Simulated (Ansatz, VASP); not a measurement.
**Two plane-wave programs on P**

```
P
1.0
     1.65500   -5.25000    0.00000
     1.65500    5.25000    0.00000
     0.00000    0.00000    4.38000
P
4
Cartesian
  1.6550 4.2210 3.9858
  1.6550 -1.0290 2.5842
  1.6550 -4.2210 0.3942
  1.6550 1.0290 1.7958
```

Alike in both runs: task relaxation of cell and atoms; functional PBE; dispersion D3(BJ); k mesh 6 × 6 × 4; occupations gaussian, width 0.1 eV; no spin polarisation.

|  | VASP | Ansatz |
| --- | --- | --- |
| version | VASP 6.6.1 | Ansatz 0.2.0 |
| potentials or method | VASP PAW PBE potentials, release 64 (P) | scalar-relativistic, plane waves, PAW |
| plane-wave cutoff (eV) | 600 | 420 |
| valence electrons in the cell | 20 | 20 |

Ansatz gave:

| Quantity | Value |
| --- | --- |
| gap on the k mesh at the Fermi level, each at its own relaxed structure (eV) | none |
| relaxed volume (Å³/atom) | 17.55 |
| relaxed cell length with the largest relative difference (Å) | 4.141 |
| energy change over the relaxation (meV/atom) | -43 |

What did VASP give for the same quantities?

gap on the k mesh at the Fermi level, each at its own relaxed structure (eV): none; relaxed volume (Å³/atom): 17.45; relaxed cell length with the largest relative difference (Å): 4.113; energy change over the relaxation (meV/atom): -39.

A gap of «none» marks a metal or a gap that the smearing closes.

Caveats: pairwise dispersion overbinds metals, which lowers pressure and volume.
